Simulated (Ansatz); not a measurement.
# Sb: stiffness from a series of strains

```
CELL_PARAMETERS angstrom
0.00000 2.30500 2.30500
2.30500 0.00000 2.30500
2.30500 2.30500 0.00000
ATOMIC_POSITIONS crystal
Sb 0.00000 0.00000 0.00000
```

Conventional cell: a = 4.610 Å, b = 4.610 Å, c = 4.610 Å, α = 90.00°, β = 90.00°, γ = 90.00°. Around Sb (atom 1) lie 12 Sb at 3.26 Å.

The cell comes from COD entry 9013009, which wasn't checked; take it as a given geometry.

No spin–orbit coupling, which matters for the heavy atoms here.

All numbers below come from DFT, PBE, all-electron LAPW, scalar-relativistic (Ansatz 0.2.0).

Numerical set-up: a Γ-centred 12×12×12 k mesh, Fermi–Dirac smearing of 0.05 eV, basis error target 1 meV/atom, no spin polarisation.

The strain is applied along the Cartesian axes of the cell as listed (the other components stay zero). Fractional coordinates are held (clamped ions).

σ is the change of stress from the unstrained cell, which is at 8.71 GPa; tension is positive, so slopes are stress–strain coefficients at that pressure. In a metal the k mesh adds noise.

Only quantities that a quadratic follows smoothly over the whole series are listed; rougher ones are left out.

```
    εzz  σzz (GPa)  σxx (GPa)
-0.0300      -3.13      -3.31
-0.0200      -2.11      -2.09
-0.0100      -1.04      -0.97
 0.0000       0.00       0.00
 0.0200       1.19       1.92
 0.0300       1.79       2.86
```

(1) Fit the series and read off the stiffness at zero strain.

(2) One run, at εzz = 0.0100, is withheld. Predict its row.

Answers

(1) Least-squares fits y = p0 + p1 x + p2 x² to the rows give σzz (GPa): p1 = 82.3, p2 = -650; σxx (GPa): p1 = 102, p2 = -290. So C11 = 82 GPa and C12 = 102 GPa, which gives B = (C11 + 2 C12)/3 = 95 GPa.

(2) The fits give 0.64, 1.02; the run gave 0.73, 0.94.
